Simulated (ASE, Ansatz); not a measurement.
# Structural relaxation of random fluorite-type (Ti, Sn, Zr)O2 solid solution (96 atoms), part 2 of 3

Aim: bring random fluorite-type (Ti, Sn, Zr)O2 solid solution (96 atoms) to a nearby minimum of the energy and see what moves.

Ansatz 0.2.0; Kohn-Sham DFT, r2SCAN, PAW (set soft_2), plane waves.

The cell: 12 Zr, 64 O, 12 Ti and 8 Sn. The host structure and its lattice constant were typed by rule, without a check against the phase diagram. Only the Γ point is sampled, in a cell whose shortest periodic width is 10 Å.

So far. Step 2 (Single point at the start): The r.m.s. force component of 1.1 eV/Å and the pressure of 3.7 GPa set the starting point.

## (3) Relaxation

With the cell held, the atoms are moved downhill towards a nearby minimum.

input.yaml reads:

```yaml
crystal:
  lattice:
    - [9.966, 0.0, 0.0]
    - [0.0, 9.966, 0.0]
    - [0.0, 0.0, 9.966]
  atoms:
    [... the 96 atom lines of step 2 ...]
kpoints:
  mp_grid: { grid: [1, 1, 1] }
hamiltonian:
  xc: r2scan
scf:
  occupations: { method: fermi_dirac, width: 0.025 }
output:
  forces: true
relax:
  f_tol: 0.05
  max_steps: 200
```

Command:

```bash
$ ansatz run input.yaml --threads 4 --pin off --max-ram 8192MiB --backend cpu --events-out ev --progress --plain --runs-dir out
```

Numbers of over 12 decimals in the logs are rounded to 6 here.

Log:

```text
[...]
Crystal: 96 atoms, lattice volume = 989.835 Å³
Basis set: ecut = 500 eV, 25269 PW (Γ), exchange–correlation on 300×300×300 points (64 copies of the dense FFT grid, shifted against one another)
Bands: 488, of which v1, the nominal top of the filled ones, is band 392 counted from 1 (391 counted from 0)
Symmetry: 1 space group operations
[...]
k-points: 1
[...]
SCF iter   1: F=—  HF=-165190.849210 eV  |F-HF|=—  |Δ(HF+E_count)|=         —  Δρ=2.75e-2  dr2=9.77e0  dr2_τ=6.77e0  ethr=1.77e-3  ⟨swp⟩=6.0  Hψ=1832  notcnv=0  defer=66
[...]
SCF iter   3: F=—  HF=-165192.198322 eV  |F-HF|=—  |Δ(HF+E_count)|=   1.88e-1  Δρ=5.42e-3  dr2=2.17e-1  dr2_τ=1.69e-2  ethr=2.29e-4  ⟨swp⟩=4.0  Hψ=601  notcnv=0  defer=54
automatic band count: iteration 3 solves 454 bands in place of 488: the levels show a gap, and the empty bands left out lie too high to hold charge; the band table lists the bands solved (type scf.n_extra_bands for more)
SCF iter   4: F=—  HF=-165192.185673 eV  |F-HF|=—  |Δ(HF+E_count)|=   1.26e-2  Δρ=2.44e-3  dr2=4.69e-2  dr2_τ=6.69e-3  ethr=2.77e-5  ⟨swp⟩=4.0  Hψ=610  notcnv=0  defer=54
[...]
SCF iter   8: F=-165192.178348 eV  HF=-165192.178353 eV  |F-HF|=4.48e-6  |Δ(HF+E_count)|=   4.45e-6  Δρ=3.61e-5  dr2=1.28e-5  dr2_τ=1.52e-6  ethr=7.97e-9  ⟨swp⟩=2.0  Hψ=1613  notcnv=0
SCF 1 converged in 8 iterations: F = -165192.178348 eV  dr2 = 1.28e-5
[...]
relax step   1: F+E_penalty+E_count = -165192.17834836 eV  Δ(F+E_penalty+E_count) = +0.000e0 eV  max|allowed force component| = 3.419e0 eV/Å  Δτ_max = 0.0000 Å  (8 SCF iters, dr2 threshold 6.25e-5 eV, accepted)
[... from here on, the SCF cycles and remarks between the steps are left out ...]
relax step   2: F+E_penalty+E_count = -165197.76846716 eV  Δ(F+E_penalty+E_count) = -5.590e0 eV  max|allowed force component| = 1.229e0 eV/Å  Δτ_max = 0.1986 Å  (8 SCF iters, dr2 threshold 1.00e-4 eV, accepted)
relax step   3: F+E_penalty+E_count = -165201.13001139 eV  Δ(F+E_penalty+E_count) = -3.362e0 eV  max|allowed force component| = 9.763e-1 eV/Å  Δτ_max = 0.2000 Å  (8 SCF iters, dr2 threshold 9.45e-5 eV, accepted)
relax step   4: F+E_penalty+E_count = -165204.81940158 eV  Δ(F+E_penalty+E_count) = -3.689e0 eV  max|allowed force component| = 2.051e0 eV/Å  Δτ_max = 0.2000 Å  (8 SCF iters, dr2 threshold 1.00e-4 eV, accepted)
relax step   5: F+E_penalty+E_count = -165208.94516153 eV  Δ(F+E_penalty+E_count) = -4.126e0 eV  max|allowed force component| = 8.496e-1 eV/Å  Δτ_max = 0.2000 Å  (8 SCF iters, dr2 threshold 1.00e-4 eV, accepted)
relax step   6: F+E_penalty+E_count = -165210.77141013 eV  Δ(F+E_penalty+E_count) = -1.826e0 eV  max|allowed force component| = 4.046e-1 eV/Å  Δτ_max = 0.2000 Å  (8 SCF iters, dr2 threshold 1.00e-4 eV, accepted)
relax step   7: F+E_penalty+E_count = -165211.57148782 eV  Δ(F+E_penalty+E_count) = -8.001e-1 eV  max|allowed force component| = 5.949e-1 eV/Å  Δτ_max = 0.2000 Å  (8 SCF iters, dr2 threshold 2.81e-5 eV, accepted)
relax step   8: F+E_penalty+E_count = -165211.50885994 eV  Δ(F+E_penalty+E_count) = +6.263e-2 eV  max|allowed force component| = 1.893e0 eV/Å  Δτ_max = 0.1782 Å  (7 SCF iters, dr2 threshold 8.03e-5 eV, rejected (line search))
relax step   9: F+E_penalty+E_count = -165211.80669493 eV  Δ(F+E_penalty+E_count) = -2.352e-1 eV  max|allowed force component| = 3.994e-1 eV/Å  Δτ_max = 0.0863 Å  (10 SCF iters, accepted)
relax step  10: F+E_penalty+E_count = -165211.94537784 eV  Δ(F+E_penalty+E_count) = -1.387e-1 eV  max|allowed force component| = 2.051e-1 eV/Å  Δτ_max = 0.1000 Å  (7 SCF iters, dr2 threshold 7.19e-5 eV, accepted)
relax step  11: F+E_penalty+E_count = -165212.06567910 eV  Δ(F+E_penalty+E_count) = -1.203e-1 eV  max|allowed force component| = 2.806e-1 eV/Å  Δτ_max = 0.1464 Å  (7 SCF iters, dr2 threshold 1.11e-5 eV, accepted)
relax step  12: F+E_penalty+E_count = -165212.14107190 eV  Δ(F+E_penalty+E_count) = -7.539e-2 eV  max|allowed force component| = 1.568e-1 eV/Å  Δτ_max = 0.2000 Å  (8 SCF iters, dr2 threshold 2.08e-5 eV, accepted)
relax step  13: F+E_penalty+E_count = -165212.13414914 eV  Δ(F+E_penalty+E_count) = +6.923e-3 eV  max|allowed force component| = 4.016e-1 eV/Å  Δτ_max = 0.2000 Å  (8 SCF iters, dr2 threshold 7.67e-6 eV, rejected (line search))
relax step  14: F+E_penalty+E_count = -165212.17941918 eV  Δ(F+E_penalty+E_count) = -3.835e-2 eV  max|allowed force component| = 6.203e-2 eV/Å  Δτ_max = 0.1000 Å  (10 SCF iters, accepted)
relax step  15: F+E_penalty+E_count = -165212.19358236 eV  Δ(F+E_penalty+E_count) = -1.416e-2 eV  max|allowed force component| = 4.878e-2 eV/Å  Δτ_max = 0.1000 Å  (10 SCF iters, accepted)
relax step  16: F+E_penalty+E_count = -165212.19322220 eV  Δ(F+E_penalty+E_count) = +3.602e-4 eV  max|allowed force component| = 8.839e-2 eV/Å  Δτ_max = 0.1260 Å  (10 SCF iters, rejected (line search))
relax step  17: F+E_penalty+E_count = -165212.19965623 eV  Δ(F+E_penalty+E_count) = -6.074e-3 eV  max|allowed force component| = 4.163e-2 eV/Å  Δτ_max = 0.0624 Å  (9 SCF iters, accepted)
relax step  18: F+E_penalty+E_count = -165212.20145594 eV  Δ(F+E_penalty+E_count) = -1.800e-3 eV  max|allowed force component| = 6.444e-2 eV/Å  Δτ_max = 0.0737 Å  (9 SCF iters, accepted)
relax step  19: F+E_penalty+E_count = -165212.18651575 eV  Δ(F+E_penalty+E_count) = +1.494e-2 eV  max|allowed force component| = 1.493e-1 eV/Å  Δτ_max = 0.1125 Å  (9 SCF iters, dr2 threshold 3.02e-6 eV, rejected (line search))
relax step  20: F+E_penalty+E_count = -165212.20977114 eV  Δ(F+E_penalty+E_count) = -8.315e-3 eV  max|allowed force component| = 6.028e-2 eV/Å  Δτ_max = 0.0532 Å  (10 SCF iters, accepted)
relax step  21: F+E_penalty+E_count = -165212.21559088 eV  Δ(F+E_penalty+E_count) = -5.820e-3 eV  max|allowed force component| = 4.937e-2 eV/Å  Δτ_max = 0.0563 Å  (7 SCF iters, dr2 threshold 3.18e-6 eV, accepted)
relax step  22: F+E_penalty+E_count = -165212.21559139 eV  Δ(F+E_penalty+E_count) = -5.126e-7 eV  max|allowed force component| = 4.933e-2 eV/Å  Δτ_max = 0.0000 Å  (4 SCF iters, accepted)
[...]
SCF iter   2: F=-165212.215591 eV  HF=-165212.215591 eV  |F-HF|=3.49e-9  |Δ(HF+E_count)|=   5.30e-9  Δρ=7.76e-7  dr2=7.05e-9  dr2_τ=1.57e-9  ethr=4.88e-12  ⟨swp⟩=3.0  Hψ=1275  notcnv=0
SCF 23 converged in 2 iterations: F = -165212.215591 eV  dr2 = 7.05e-9
SCF converged after 2 iterations
Free energy (F): -165212.215591 eV
[...]
Internal energy: -165212.215591 eV  (E = F + TS)
E sigma→0 (E₀):  -165212.215591 eV
Fermi energy:    12.618800 eV
[...]
--- Forces (eV/Å), atoms counted from 1 ---
  atom   1  Zr     0.01682910    -0.02480150    -0.00958603
  atom   2  O     -0.01257438     0.00547532     0.00584332
  atom   3  O      0.01493951     0.00469035    -0.00393749
  atom   4  Ti     0.03679483    -0.00710776    -0.00176530
  atom   5  O     -0.00584661    -0.01160967     0.00833482
  atom   6  O      0.00425697     0.00677617     0.00884144
  atom   7  Zr    -0.00694782    -0.02154036    -0.02489260
  atom   8  O      0.00487169    -0.01312916     0.00076922
  atom   9  O      0.01087805    -0.01372810    -0.00725432
  atom  10  Sn    -0.00792149     0.00746122     0.00047242
  atom  11  O      0.00056162     0.00381237    -0.00987081
  atom  12  O      0.00177385     0.01130086    -0.00418838
  atom  13  Zr     0.00698895    -0.00558165    -0.01554104
  atom  14  O      0.00903827    -0.00148194    -0.00472518
[...]
atom  95  O     -0.00507183     0.00378061    -0.01070502
  atom  96  O      0.00858967    -0.00979165    -0.01808234
  max |Σ_I F_I| component: 8.11e-5 eV/Å
--- Relaxed structure (22 steps of the walk, 18 accepted, 0 SCFs on fresh bases) ---
  F+E_penalty+E_count = -165212.21559139 eV   max|allowed force component| = 4.933e-2 eV/Å
  atoms:
    - { symbol: Zr, position: [0.999545, 0.000566904, -0.00144952] }
    - { symbol: O, position: [0.116012, 0.159660, 0.143243] }
    - { symbol: O, position: [0.334160, 0.419026, 0.397310] }
    - { symbol: Ti, position: [0.984401, 0.259725, 0.238296] }
[...]
- { symbol: O, position: [0.657514, 0.588460, 0.881750] }
```

Run time: 14 min. Hardware: 4 threads of Arm Neoverse V1, shared host; peak memory 3.1 GiB; 54 min of CPU time.

Relaxation path:

| step | energy less that of the first step (eV) | largest force component (eV/Å) |
| --- | --- | --- |
| 1 | 0.0000 | 3.4192 |
| 2 | -5.5901 | 1.2294 |
| 3 | -8.9517 | 0.9763 |
| 4 | -12.6411 | 2.0512 |
| 5 | -16.7668 | 0.8496 |
| 6 | -18.5931 | 0.4046 |
| 7 | -19.3931 | 0.5949 |
| 8 | -19.3305 | 1.8930 |
| 9 | -19.6283 | 0.3994 |
| 10 | -19.7670 | 0.2051 |
| 11 | -19.8873 | 0.2806 |
| 12 | -19.9627 | 0.1568 |
| 13 | -19.9558 | 0.4016 |
| 14 | -20.0011 | 0.0620 |
| 15 | -20.0152 | 0.0488 |
| 16 | -20.0149 | 0.0884 |
| 17 | -20.0213 | 0.0416 |
| 18 | -20.0231 | 0.0644 |
| 19 | -20.0082 | 0.1493 |
| 20 | -20.0314 | 0.0603 |
| 21 | -20.0372 | 0.0494 |
| 22 | -20.0372 | 0.0493 |

Relaxation steps 8, 13, 16, 19 were tried and not accepted.

The atoms that moved most (Å):

| atom | dx | dy | dz | length |
| --- | --- | --- | --- | --- |
| O92 | 0.409 | 0.505 | 0.237 | 0.692 |
| O84 | -0.546 | -0.375 | 0.053 | 0.665 |
| O90 | 0.334 | -0.403 | 0.398 | 0.657 |
| O18 | -0.473 | -0.408 | -0.116 | 0.635 |
| O87 | -0.318 | 0.442 | 0.303 | 0.623 |
| O65 | 0.441 | -0.293 | -0.319 | 0.618 |
| O11 | -0.463 | -0.285 | 0.293 | 0.618 |
| O15 | 0.411 | 0.453 | 0.056 | 0.614 |

The relaxation changed the energy by -209 meV/atom, and atoms moved by 0.40 Å r.m.s., 0.69 Å at most.

## (4) Distances and neighbours after relaxation

Bonds before and after, by the cutoffs listed below:

| pair | bonds before | bonds after | mean before (Å) | mean after (Å) | spread before (Å) | spread after (Å) |
| --- | --- | --- | --- | --- | --- | --- |
| O-Ti | 96 | 81 | 2.160 | 2.052 | 0.064 | 0.203 |
| O-Zr | 96 | 96 | 2.160 | 2.195 | 0.064 | 0.146 |
| O-Sn | 64 | 53 | 2.160 | 2.100 | 0.077 | 0.110 |

Density 6.11 g/cm³, 10.31 Å³ an atom.

Pair distribution functions g(r), in bins of 0.2 Å:

| r (Å) | total | O-O | O-Ti | O-Zr | O-Sn | Ti-Ti | Ti-Zr |
| --- | --- | --- | --- | --- | --- | --- | --- |
| 1.80 | 0.49 | 0.00 | 2.96 | 0.00 | 0.00 | 0.00 | 0.00 |
| 2.00 | 2.00 | 0.00 | 4.38 | 3.32 | 6.48 | 0.00 | 0.00 |
| 2.20 | 1.44 | 0.00 | 1.94 | 5.06 | 2.44 | 0.00 | 0.00 |
| 2.40 | 0.88 | 1.11 | 0.53 | 1.64 | 0.27 | 0.00 | 0.00 |
| 2.60 | 2.00 | 4.09 | 0.38 | 0.31 | 0.56 | 0.00 | 0.00 |
| 2.80 | 0.69 | 1.25 | 0.45 | 0.00 | 0.49 | 0.00 | 0.00 |
| 3.00 | 0.47 | 0.86 | 0.41 | 0.00 | 0.18 | 0.00 | 0.00 |
| 3.20 | 0.40 | 0.82 | 0.00 | 0.00 | 0.00 | 0.51 | 0.26 |
| 3.40 | 1.09 | 0.92 | 0.09 | 0.09 | 0.26 | 5.22 | 7.04 |
| 3.60 | 1.18 | 0.77 | 0.82 | 0.67 | 0.70 | 4.72 | 3.35 |
| 3.80 | 1.11 | 0.81 | 1.17 | 1.64 | 1.26 | 0.76 | 1.94 |
| 4.00 | 1.29 | 1.07 | 1.83 | 1.86 | 1.68 | 0.00 | 0.00 |
| 4.20 | 1.39 | 1.22 | 2.33 | 1.33 | 2.08 | 0.00 | 0.00 |
| 4.40 | 1.33 | 0.85 | 1.87 | 2.50 | 2.03 | 0.00 | 0.00 |
| 4.60 | 0.46 | 0.39 | 0.56 | 0.59 | 0.59 | 0.52 | 0.00 |
| 4.80 | 0.52 | 0.80 | 0.22 | 0.24 | 0.20 | 0.24 | 0.82 |
| 5.00 | 1.06 | 1.43 | 0.59 | 0.56 | 0.58 | 1.75 | 1.75 |
| 5.20 | 1.02 | 1.11 | 1.04 | 1.04 | 1.13 | 0.20 | 0.72 |
| 5.40 | 1.04 | 0.93 | 1.45 | 1.35 | 1.32 | 0.38 | 0.00 |
| 5.60 | 0.82 | 0.84 | 0.88 | 1.11 | 1.03 | 0.00 | 0.00 |
| 5.80 | 0.91 | 1.29 | 0.57 | 0.49 | 0.64 | 0.96 | 1.04 |
| 6.00 | 1.32 | 1.48 | 0.78 | 0.61 | 0.71 | 3.65 | 2.34 |
| 6.20 | 1.40 | 1.32 | 0.95 | 1.08 | 0.90 | 1.86 | 3.85 |
| 6.40 | 0.96 | 0.82 | 1.16 | 1.15 | 1.19 | 0.81 | 0.81 |
| 6.60 | 0.78 | 0.57 | 1.14 | 1.21 | 1.09 | 0.37 | 0.00 |
| 6.80 | 0.81 | 0.60 | 1.12 | 1.01 | 1.05 | 0.59 | 0.47 |
| 7.00 | 0.99 | 0.86 | 1.06 | 1.10 | 1.14 | 1.34 | 0.95 |
| 7.20 | 1.09 | 1.07 | 1.15 | 1.17 | 1.14 | 0.85 | 0.80 |

Bonds by pair of elements; cutoffs follow the first minimum of g(r), held within bounds set by covalent radii, and pairs that aren't listed don't count as bonded:

| pair A-B | cutoff (Å) | bonds | mean length (Å) | spread (Å) | shortest (Å) | B about A | A about B |
| --- | --- | --- | --- | --- | --- | --- | --- |
| O-Ti | 2.64 | 81 | 2.05 | 0.203 | 1.82 | 1.27 | 6.75 |
| O-Zr | 2.93 | 96 | 2.19 | 0.146 | 1.98 | 1.5 | 8 |
| O-Sn | 2.52 | 53 | 2.1 | 0.11 | 1.99 | 0.828 | 6.62 |

How many atoms have how many bonded neighbours:

| element | mean | 3 | 4 | 6 | 7 | 8 |
| --- | --- | --- | --- | --- | --- | --- |
| O | 3.59 | 26 | 38 | 0 | 0 | 0 |
| Sn | 6.62 | 0 | 0 | 3 | 5 | 0 |
| Ti | 6.75 | 0 | 0 | 3 | 9 | 0 |
| Zr | 8 | 0 | 0 | 0 | 0 | 12 |

Bond angles (no mean is given where the spread exceeds 20°):

| angle | count | mean (°) | spread (°) |
| --- | --- | --- | --- |
| O-Zr-O | 336 | - | - |
| O-Ti-O | 234 | - | - |
| O-Sn-O | 150 | - | - |
| Ti-O-Zr | 96 | 111 | 10.2 |
| Sn-O-Zr | 66 | 110 | 9.5 |

Bond length by coordination (bonds to H left out):

| element | coordination | atoms | mean bond length (Å) |
| --- | --- | --- | --- |
| O | 3 | 26 | 2.04 |
| O | 4 | 38 | 2.17 |
| Sn | 6 | 3 | 2.06 |
| Sn | 7 | 5 | 2.12 |
| Ti | 6 | 3 | 1.99 |
| Ti | 7 | 9 | 2.07 |

First main peaks of g(r), for some of the pairs, lie near 2.57 Å (O-O), 1.92 Å (O-Ti), 2.13 Å (O-Zr), 2.07 Å (O-Sn), 3.52 Å (Ti-Ti) and 3.43 Å (Ti-Zr). By these cutoffs 59 % of O atoms have 4, 62 % of Sn atoms have 7, 75 % of Ti atoms have 7 and all Zr atoms have 8 bonded neighbours.

(Part 2 of 3 ends here.)

[Logs are printed without paths, hosts, clocks, repeated set-up lines and the standing remarks that a program may print on its own settings, such as how far it seeks lower states.]

[Hosts, paths, dates, database ids (printed as entryN), source tags and the programs' standing remarks are cut or masked in the printed files.]
